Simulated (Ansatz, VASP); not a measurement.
## One calculation of Rb, two programs

```
CELL_PARAMETERS angstrom
4.03737 0.00000 0.00000
-2.01868 3.49646 0.00000
0.00000 0.00000 6.63637
ATOMIC_POSITIONS crystal
Rb 0.33333 0.66667 0.25000
Rb 0.66667 0.33333 0.75000
```

Alike in both runs: functional LDA; k mesh 9 × 9 × 5; occupations fermi-dirac, width 0.1 eV; no spin polarisation.

Ansatz relaxed the structure, and its values are those at the end. VASP's run is a single point on that final structure, the one shown.

```csv
,VASP,Ansatz
version,VASP 6.6.1,Ansatz 0.2.0
potentials or method,"VASP PAW LDA potentials, release 64 (Rb_sv)","PAW with Ansatz's default frozen-core files, scalar-relativistic"
plane-wave cutoff (eV),520,420
valence electrons in the cell,18,18
```

```csv
,VASP,Ansatz,Ansatz less VASP
pressure (GPa),4.3,4.3,0.00
```
